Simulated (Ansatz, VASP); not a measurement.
## One calculation of SiC, two programs

File INCAR:

```
SYSTEM = SiC
PREC     = Accurate       ! precision mode
ENCUT    = 520            ! plane-wave cutoff, eV
EDIFF    = 1E-6           ! SCF threshold, eV
ISMEAR   = 0              ! smearing method
SIGMA    = 0.05           ! smearing width, eV
LREAL    = .FALSE.        ! projectors in reciprocal space
LASPH    = .TRUE.         ! aspherical terms in the spheres
NELM     = 80             ! most SCF steps
ALGO     = Normal         ! electronic algorithm
ISIF     = 2              ! what is computed and relaxed
LWAVE    = .FALSE.        ! write WAVECAR
LCHARG   = .FALSE.        ! write CHGCAR
GGA      = PS             ! functional
NBANDS   = 11             ! bands
```

The input KPOINTS:

```
Automatic mesh
0
G
  10 10 10
  0 0 0
```

The input POSCAR:

```
SiC
1.0
    0.0000000000      2.1783945700      2.1783945700
    2.1783945700      0.0000000000      2.1783945700
    2.1783945700      2.1783945700      0.0000000000
Si C
1 1
Direct
    0.0000000000      0.0117792989      0.0000000000
    0.7500000000      0.7224567804      0.7500000000
```

Input for Ansatz:

```yaml
crystal:
  lattice:
    - [0.0, 2.17839457, 2.17839457]
    - [2.17839457, 0.0, 2.17839457]
    - [2.17839457, 2.17839457, 0.0]
  atoms:
    - { symbol: Si, position: [0.0, 0.0117792989, 0.0] }
    - { symbol: C, position: [0.75, 0.7224567804, 0.75] }
basis:
  ecutwfc: 520.0
kpoints:
  mp_grid: { grid: [10, 10, 10] }
hamiltonian:
  xc: pbesol
  pseudopotentials: { kind: paw, azcp: { folder: soft_1 } }
scf:
  occupations: { method: gaussian, width: 0.05 }
output:
  forces: true
  stress: true
  eigenvalues: true
```

Change from the starting cell: mode 4 frozen in at -0.060 Å and mode 5 at -0.060 Å (largest displacements).

Alike in both runs: task single point; functional PBEsol; k mesh 10 × 10 × 10; occupations gaussian, width 0.05 eV; no spin polarisation.

```csv
,VASP,Ansatz
version,VASP 6.6.1,Ansatz 0.2.0
potentials or method,"VASP PAW PBE potentials, release 64 (Si, C)","scalar-relativistic, plane waves, PAW"
plane-wave cutoff (eV),520,520
valence electrons in the cell,8,8
```

```tsv
	VASP	Ansatz	Ansatz less VASP
gap on the k mesh at the Fermi level (eV)	0.67	0.67	+0.009
least direct gap on the mesh (eV)	4.20	4.22	+0.013
pressure (GPa)	2.1	1.8	-0.34
largest component of the traceless stress (GPa)	5.92	5.85	-0.076
rms of the force components (eV/Å)	1.391	1.386	-0.0046
```

Atom by atom the forces differ by 0.005 eV/Å (rms over components). With one functional, cell and mesh, what is left measures potentials, basis and numerics. Ansatz warned: «pseudo_functional_mismatch».

Caveats: the PAW data sets were made with another functional, which shifts forces and pressure a little (VASP). A k mesh can miss the band edges.
